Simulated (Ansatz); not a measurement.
# Mg: equation of state

How stiff is Mg, and at what volume does the pressure vanish? The cell is scaled evenly, atoms carried along, and solved with LAPW, PAW and all-electron datasets made for the crystal.

Program: Ansatz 0.2.0. Level of theory: DFT PBEsol, scalar-relativistic. These are calculated values, not measurements.

## (1) Starting point

The structure is tetragonal, space group I4/mmm (No. 139). The conventional cell has a = 3.672 Å, b = 3.672 Å, c = 3.359 Å, α = 90.00°, β = 90.00°, γ = 90.00°. Mg (site symmetry 4/mmm) has 10 Mg at 3.09 to 3.36 Å as nearest neighbours.

As a file:

```xyz
1
Lattice="-1.8360 1.8360 1.6794 1.8360 -1.8360 1.6794 1.8360 1.8360 -1.6794" Properties=species:S:1:pos:R:3 pbc="T T T"
Mg    0.0000    0.0000    0.0000
```

The cell is one relaxed in the Materials Project, used as it stands.

## (2) Volume × 0.95, LAPW

Contents of input.yaml:

```yaml
crystal:
  lattice:
    - [-1.804867115, 1.804867115, 1.6509340451]
    - [1.804867115, -1.804867115, 1.6509340451]
    - [1.804867115, 1.804867115, -1.6509340451]
  atoms:
    - { symbol: Mg, position: [0.0, 0.0, 0.0] }
kpoints:
  mp_grid: { grid: [15, 15, 15] }
scf:
  occupations: { method: fermi_dirac, width: 0.05 }
hamiltonian:
  xc: pbesol
  pseudopotentials: { kind: all_electron, lapw: { basis_error: 0.001 } }
output:
  forces: true
  stress: true
  eigenvalues: true
```

The run is started by

```sh
> ansatz run input.yaml --threads 1 --pin off --max-ram 2048MiB --backend cpu --events-out ev --progress --plain --runs-dir out
```

## (3) Volume × 0.95, PAW

input.yaml, as its differences from that of step 2:

```diff
@@ -13,3 +13,3 @@
   xc: pbesol
-  pseudopotentials: { kind: all_electron, lapw: { basis_error: 0.001 } }
+  pseudopotentials: { kind: paw }
 output:
@@ -18 +18,2 @@
   eigenvalues: true
+  efg: { contact_densities: true }
```

## (4) Volume × 0.95, crystal datasets

input.yaml, as its differences from that of step 3:

```diff
@@ -13,3 +13,3 @@
   xc: pbesol
-  pseudopotentials: { kind: paw }
+  pseudopotentials: { kind: all_electron, datasets: crystal }
 output:
```

## (5) Volume × 0.975, LAPW

Contents of input.yaml:

```yaml
crystal:
  lattice:
    - [-1.8205623994, 1.8205623994, 1.6652907139]
    - [1.8205623994, -1.8205623994, 1.6652907139]
    - [1.8205623994, 1.8205623994, -1.6652907139]
  atoms:
    - { symbol: Mg, position: [0.0, 0.0, 0.0] }
kpoints:
  mp_grid: { grid: [15, 15, 15] }
scf:
  occupations: { method: fermi_dirac, width: 0.05 }
hamiltonian:
  xc: pbesol
  pseudopotentials: { kind: all_electron, lapw: { basis_error: 0.001 } }
output:
  forces: true
  stress: true
  eigenvalues: true
```

## (6) Volume × 0.975, PAW

input.yaml, as its differences from that of step 5:

```diff
@@ -13,3 +13,3 @@
   xc: pbesol
-  pseudopotentials: { kind: all_electron, lapw: { basis_error: 0.001 } }
+  pseudopotentials: { kind: paw }
 output:
@@ -18 +18,2 @@
   eigenvalues: true
+  efg: { contact_densities: true }
```

## (7) Volume × 1.025, LAPW

Contents of input.yaml:

```yaml
crystal:
  lattice:
    - [-1.8511658027, 1.8511658027, 1.6932840215]
    - [1.8511658027, -1.8511658027, 1.6932840215]
    - [1.8511658027, 1.8511658027, -1.6932840215]
  atoms:
    - { symbol: Mg, position: [0.0, 0.0, 0.0] }
kpoints:
  mp_grid: { grid: [15, 15, 15] }
scf:
  occupations: { method: fermi_dirac, width: 0.05 }
hamiltonian:
  xc: pbesol
  pseudopotentials: { kind: all_electron, lapw: { basis_error: 0.001 } }
output:
  forces: true
  stress: true
  eigenvalues: true
```

## (8) Volume × 1.025, PAW

input.yaml, as its differences from that of step 7:

```diff
@@ -13,3 +13,3 @@
   xc: pbesol
-  pseudopotentials: { kind: all_electron, lapw: { basis_error: 0.001 } }
+  pseudopotentials: { kind: paw }
 output:
@@ -18 +18,2 @@
   eigenvalues: true
+  efg: { contact_densities: true }
```

## (9) Volume × 1.05, LAPW

Contents of input.yaml:

```yaml
crystal:
  lattice:
    - [-1.8660952039, 1.8660952039, 1.7069401276]
    - [1.8660952039, -1.8660952039, 1.7069401276]
    - [1.8660952039, 1.8660952039, -1.7069401276]
  atoms:
    - { symbol: Mg, position: [0.0, 0.0, 0.0] }
kpoints:
  mp_grid: { grid: [15, 15, 15] }
scf:
  occupations: { method: fermi_dirac, width: 0.05 }
hamiltonian:
  xc: pbesol
  pseudopotentials: { kind: all_electron, lapw: { basis_error: 0.001 } }
output:
  forces: true
  stress: true
  eigenvalues: true
```

## (10) Volume × 1.05, PAW

input.yaml, as its differences from that of step 9:

```diff
@@ -13,3 +13,3 @@
   xc: pbesol
-  pseudopotentials: { kind: all_electron, lapw: { basis_error: 0.001 } }
+  pseudopotentials: { kind: paw }
 output:
@@ -18 +18,2 @@
   eigenvalues: true
+  efg: { contact_densities: true }
```

## (11) Volume × 1.05, crystal datasets

input.yaml, as its differences from that of step 10:

```diff
@@ -13,3 +13,3 @@
   xc: pbesol
-  pseudopotentials: { kind: paw }
+  pseudopotentials: { kind: all_electron, datasets: crystal }
 output:
```

(Steps that only read results are left out.)

**Question.** What will these runs give? Wanted: equilibrium volume; bulk modulus (for each run or level that gives them).

The runs gave:

| quantity | value |
| --- | --- |
| equilibrium volume (LAPW) | 22.536 Å³/atom |
| bulk modulus (LAPW) | 36 GPa |
| its pressure derivative (LAPW) | 4.0 |
| equilibrium volume (PAW) | 22.549 Å³/atom |
| bulk modulus (PAW) | 36 GPa |
| its pressure derivative (PAW) | 4.0 |

In words: A third-order Birch-Murnaghan fit to the LAPW pressures puts zero pressure at 22.54 Å³/atom, -0.5 % from the given cell, with a bulk modulus of 36 GPa. Shape and positions are held, so a fully relaxed modulus can be lower. PAW's volume lies +0.06 % and its modulus -0.1 % from LAPW's. No thermal or zero-point expansion is included.
